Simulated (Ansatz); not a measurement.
# MoS2 in Ansatz: reference runs

Reference runs on MoS2: the cell as given.

Everything below comes from runs of Ansatz 0.2.0. Logs are shortened: lines on timing, memory, paths and dates and some standing lists are left out, and cuts for length are marked.

### 1 The undisturbed slab

The cell holds a slab with vacuum, 6 atoms: a = 3.184 Å, b = 3.184 Å, c = 35.437 Å, α = 90.00°, β = 90.00°, γ = 120.00°.

### 2 Single point, PBE (the (0 0 1) slab of MoS2, cut from the database cell, not relaxed)

The input, input.yaml:

```yaml
crystal:
  lattice:
    - [3.1841260822, 0.0, 0.0]
    - [-1.5920630411, 2.757534076, 0.0]
    - [0.0, 0.0, 35.4372499633]
  atoms:
    - { symbol: S, position: [0.33333333, 0.66666666, 0.2116417049] }
    - { symbol: Mo, position: [0.0, 0.0, 0.2554183808] }
    - { symbol: S, position: [0.33333333, 0.66666666, 0.2991950567] }
    - { symbol: S, position: [0.33333333, 0.66666666, 0.7008049433] }
    - { symbol: Mo, position: [0.0, 0.0, 0.7445816192] }
    - { symbol: S, position: [0.33333333, 0.66666666, 0.7883582951] }
kpoints:
  mp_grid: { grid: [10, 10, 1] }
scf:
  occupations: { method: fermi_dirac, width: 0.05 }
hamiltonian:
  xc: pbe
  pseudopotentials: { kind: all_electron, lapw: { basis_error: 0.001 } }
output:
  forces: true
  stress: true
  eigenvalues: true
  populations: true
```

Potentials or basis: all-electron LAPW, scalar-relativistic.

Launch:

```sh
ansatz run input.yaml --threads 8 --pin off --max-ram 28672MiB --backend cpu --events-out ev --progress --plain --runs-dir out
```

Output:

```text
Warning: RAYON_NUM_THREADS=8 ignored (pool sized by the plan → 8); use --threads N
S: projections on atomic orbitals take those of the free atom 1s2 2s2 2p6 3s2 3p4, of charge +0.00 (hamiltonian.pseudopotentials.projection_atoms)
Mo: projections on atomic orbitals take those of the free atom 1s2 2s2 2p6 3s2 3p6 3d10 4s2 4p6 4d5 5s1, of charge +0.00 (hamiltonian.pseudopotentials.projection_atoms)
LAPW: plane waves up to 8.291 Å⁻¹, error target 1.0e-3 eV per atom; small_component_spin mean_spin; S in spheres of 1.067 Å, 14 of its electrons in bands, Dirac shells []; Mo in spheres of 1.338 Å, 30 of its electrons in bands, Dirac shells [] (how accurate: hamiltonian.pseudopotentials.lapw.basis_error, Limitations)
Engine: ansatz 0.2.0, x86_64-unknown-linux-gnu
Pseudopotentials: kind: all_electron
Pseudopotential: S, LAPW, valence charge 14, lapw/all_electron/scalar/gaussian/S, Koelling and Harmon's equation, gaussian nucleus
Pseudopotential: Mo, LAPW, valence charge 30, lapw/all_electron/scalar/gaussian/Mo, Koelling and Harmon's equation, gaussian nucleus
Functional definition: PBE
  parameter kappa = 0.804
  parameter beta = 0.06672455060314922
  exchange = pbe_x(kappa = kappa, mu = beta*pi^2/3)
  correlation = pbe_c(beta = beta)
Crystal: 6 atoms, lattice volume = 311.151 Å³
Basis set: ecut = 261.90059786292477 eV, 3027 PW (Γ), exchange–correlation at level 2
Bands: 70, of which v1, the nominal top of the filled ones, is band 58 counted from 1 (57 counted from 0)
Symmetry: 12 space group operations
Space group: P-6m2 (ITA 187), of the structure as read, at distance tolerance 6.8e-5 Å
k-points: 14 of 100 (time reversal used)
Non-local potential: S, projectors of the file, none
Non-local potential: Mo, projectors of the file, none
[... 27 lines left out ...]
  E_xc         = -9534.770536
  E_electrostatic = -526279.038324  (all electrons and nuclei)
  E_smearing   = -0.000000  (= −TS)
  E_closure    = 0.000000  (closes the sum)
  E_atoms      = -263768.176214  (free atoms, spherical and without spin; not in F)
  Σ components = -263811.728646   (vs F -263811.728646, Δ=0.00e0)
  Basis errors (estimates in eV, not in F): energy 4.8e-4 per atom: plane waves 4.4e-4 (2.6e-4 summed), levels above the bands 1.9e-48, relativity 3.5e-8, radial functions 4.9e-5, core shells 2.8e-7; eigenvalues (radial functions only) 2.4e-6; not estimated: angular momenta, meshes, grids; target (lapw.basis_error) 1.0e-3; muffin-tin radii S 1.067 Å, Mo 1.338 Å
--- Forces (eV/Å), atoms counted from 1 ---
  atom   1  S      0.00000000    -0.00000000    -0.21881068
  atom   2  Mo    -0.00000000     0.00000000     0.00001533
  atom   3  S      0.00000000     0.00000000     0.21879515
  atom   4  S      0.00000000    -0.00000000    -0.21879515
  atom   5  Mo    -0.00000000     0.00000000    -0.00001533
  atom   6  S      0.00000000    -0.00000000     0.21881068
  max |Σ_I F_I| component: 1.85e-17 eV/Å
--- Stress (GPa, compression-positive) ---
        0.260677       0.000000      -0.000000
        0.000000       0.260677      -0.000000
       -0.000000      -0.000000       0.699965
  P = ⅓ Tr σ = 0.4071 GPa (4.071 kbar)
--- Band table (eV; the first three rows and the last of 14) ---
  k-point 0: bands = ["-375.6562", "-375.6562", "-375.6374", "-375.6374", "-375.6374", "-375.6374", "-217.5374", "-217.5374", "-217.5374", "-217.5374", "-217.5252", "-217.5252", "-217.5165", "-217.5165", "-217.5165", "-217.5165", "-205.1728", "-205.1728", "-205.1728", "-205.1728", "-149.9675", "-149.9675", "-149.9675", "-149.9675", "-149.9675", "-149.9675", "-149.9675", "-149.9675", "-149.9131", "-149.9131", "-149.9131", "-149.9131", "-60.7869", "-60.7869", "-34.9236", "-34.9236", "-34.7211", "-34.7211", "-34.7211", "-34.7211", "-14.0333", "-14.0333", "-12.6905", "-12.6905", "-5.5481", "-5.5481", "-2.5918", "-2.5918", "-2.5918", "-2.5918", "-1.6565", "-1.6565", "-1.4718", "-1.4718", "-1.4718", "-1.4718", "0.1185", "0.1185", "2.8412", "2.8412", "2.8412", "2.8412", "3.1184", "3.1184", "3.1184", "3.1184", "5.4622", "5.5598", "5.6013", "5.7640"]
  k-point 1: bands = ["-375.6562", "-375.6562", "-375.6374", "-375.6374", "-375.6374", "-375.6374", "-217.5374", "-217.5374", "-217.5374", "-217.5374", "-217.5252", "-217.5252", "-217.5165", "-217.5165", "-217.5165", "-217.5165", "-205.1728", "-205.1728", "-205.1728", "-205.1728", "-149.9675", "-149.9675", "-149.9675", "-149.9675", "-149.9675", "-149.9675", "-149.9675", "-149.9675", "-149.9131", "-149.9131", "-149.9131", "-149.9131", "-60.7833", "-60.7833", "-34.9164", "-34.9164", "-34.7576", "-34.7576", "-34.7294", "-34.7294", "-13.8868", "-13.8868", "-12.6321", "-12.6321", "-5.3841", "-5.3841", "-2.9066", "-2.9066", "-2.4383", "-2.4383", "-2.3179", "-2.3179", "-1.6992", "-1.6991", "-1.0376", "-1.0376", "0.0332", "0.0332", "2.6760", "2.6760", "2.7502", "2.7503", "2.9540", "2.9540", "3.0955", "3.0955", "5.7111", "5.7967", "5.8293", "5.9575"]
  k-point 2: bands = ["-375.6562", "-375.6562", "-375.6374", "-375.6374", "-375.6374", "-375.6374", "-217.5374", "-217.5374", "-217.5374", "-217.5374", "-217.5252", "-217.5252", "-217.5165", "-217.5165", "-217.5165", "-217.5165", "-205.1728", "-205.1728", "-205.1728", "-205.1728", "-149.9675", "-149.9675", "-149.9675", "-149.9675", "-149.9675", "-149.9675", "-149.9675", "-149.9675", "-149.9131", "-149.9131", "-149.9131", "-149.9131", "-60.7740", "-60.7740", "-34.8977", "-34.8977", "-34.8521", "-34.8521", "-34.7510", "-34.7510", "-13.4809", "-13.4809", "-12.4708", "-12.4708", "-5.0256", "-5.0256", "-3.5378", "-3.5378", "-3.1069", "-3.1069", "-2.1916", "-2.1916", "-2.0246", "-2.0246", "-1.0503", "-1.0503", "-0.3499", "-0.3499", "2.3216", "2.3216", "2.6087", "2.6087", "2.7534", "2.7534", "3.6251", "3.6251", "6.2771", "6.3625", "6.3875", "6.5091"]
  k-point 13: bands = ["-375.6562", "-375.6562", "-375.6374", "-375.6374", "-375.6374", "-375.6374", "-217.5374", "-217.5374", "-217.5374", "-217.5374", "-217.5252", "-217.5252", "-217.5165", "-217.5165", "-217.5165", "-217.5165", "-205.1728", "-205.1728", "-205.1728", "-205.1728", "-149.9675", "-149.9675", "-149.9675", "-149.9675", "-149.9675", "-149.9675", "-149.9675", "-149.9675", "-149.9131", "-149.9131", "-149.9131", "-149.9131", "-60.7455", "-60.7455", "-35.0172", "-35.0172", "-34.9344", "-34.9344", "-34.8401", "-34.8401", "-11.9513", "-11.9513", "-11.8366", "-11.8366", "-5.2713", "-5.2713", "-4.7518", "-4.7518", "-3.7462", "-3.7462", "-3.4032", "-3.4032", "-2.8775", "-2.8775", "-1.9268", "-1.9268", "-0.0707", "-0.0707", "1.8525", "1.8525", "3.2205", "3.2205", "3.4970", "3.4970", "4.9015", "4.9015", "7.2486", "7.2486", "7.9473", "7.9473"]
--- Löwdin populations: 6 sites ---
  site symbol       q [e]
     0      S     16.0744
     1     Mo     41.6516
     2      S     16.0744
     3      S     16.0744
     4     Mo     41.6516
     5      S     16.0744
  spilling = 0.002698 (of n_electrons = 148.000000)
```

Wall time 54 s (8 threads of Intel Xeon at 2.50GHz (Skylake/Cascade Lake), shared host); peak memory 1.3 GiB.

What came out:

| Property | Result |
| --- | --- |
| Free energy | -263811.7286 eV |
| Largest force | 0.219 eV/Å |
| Band gap on the k mesh | 1.73 eV, indirect (least direct gap 1.92 eV) |
| Work function | 5.07 eV |

Forces in eV/Å, atoms in the order of the input:
```
S    0.000  0.000 -0.219
Mo   0.000  0.000  0.000
S    0.000  0.000  0.219
S    0.000  0.000 -0.219
Mo   0.000  0.000  0.000
S    0.000  0.000  0.219
```

Stress tensor (GPa, compression positive):
```
0.26 0.00 0.00
0.00 0.26 0.00
0.00 0.00 0.70
```

Levels at points of the mesh, in eV from the valence-band top:
```tsv
k point	band 55	band 56	band 57	band 58	band 59	band 60	band 61	band 62
(0.00, 0.00, 0.00)	-1.59	-1.59	0.00	0.00	2.72	2.72	2.72	2.72
(0.00, -0.50, 0.00)	-1.05	-1.05	-0.67	-0.67	2.19	2.19	2.71	2.71
```
